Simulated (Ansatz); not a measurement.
**GaN: relaxation of cell and atoms with PBEsol**

GaN:

```
Ga N
1.0
     3.18000    0.00000    0.00000
    -1.59000    2.75396    0.00000
     0.00000    0.00000    5.16600
Ga N
2 2
Direct
  0.66667 0.33333 0.50000
  0.33333 0.66667 0.00000
  0.66667 0.33333 0.87500
  0.33333 0.66667 0.37500
```

- Program: Ansatz 0.2.0
- Task: relaxation of cell and atoms
- Functional: PBEsol
- Potentials or basis: Ansatz PAW
- Cutoff: 420 eV (not typed: the program's choice for these potentials)
- k mesh: 10 × 10 × 5
- Occupations: fermi-dirac, width 0.05 eV
- Spin: no spin polarisation

The relaxed volume is 11.37 Å³/atom, the relaxed cell is a = 3.183 Å, b = 3.183 Å, c = 5.185 Å, α = 90.00°, β = 90.00°, γ = 120.00° and the space group after relaxing (to 0.05 Å) is P6_3mc (No. 186). The energy gained by relaxing is 0.6 meV/atom and the ionic steps are 7. The pressure after relaxing is 0.0 GPa and the band gap on the k mesh is 1.88 eV.

The path:
```csv
step,energy change (eV),largest force (eV/Å),volume (Å³)
1,0.0000,0.1330,45.24
2,-0.0011,0.0955,45.38
3,-0.0015,0.0337,45.50
4,-0.0016,0.0005,45.48
5,-0.0025,0.0001,45.48
6,-0.0025,0.0000,45.48
7,-0.0025,0.0000,45.48
```

Final structure:
```yaml
crystal:
  lattice:
    - [3.18257, 0.00000, 0.00000]
    - [-1.59129, 2.75619, 0.00000]
    - [0.00000, 0.00000, 5.18538]
  atoms:
    - { symbol: Ga, position: [0.66667, 0.33333, 0.49919] }
    - { symbol: Ga, position: [0.33333, 0.66667, 0.99919] }
    - { symbol: N, position: [0.66667, 0.33333, 0.87581] }
    - { symbol: N, position: [0.33333, 0.66667, 0.37581] }
```

Wall time 21 s on 2 threads of Intel(R) Xeon(R) Processor @ 2.50GHz (Skylake/Cascade Lake) (shared host), peak memory 0.4 GiB.

Caveat: odd divisions of the mesh miss points on the zone boundary, where band edges often lie, so the gap on the mesh can be too wide; the plane-wave basis is chosen anew once the cell has moved, so the energies of steps on either side of that aren't comparable; the pressure holds a Pulay correction of +0.5 GPa for the finite cutoff; the PAW data sets come from PBE, with cores solved anew for the run's functional, which leaves a small shift of forces and pressure. A k mesh can miss the band edges.
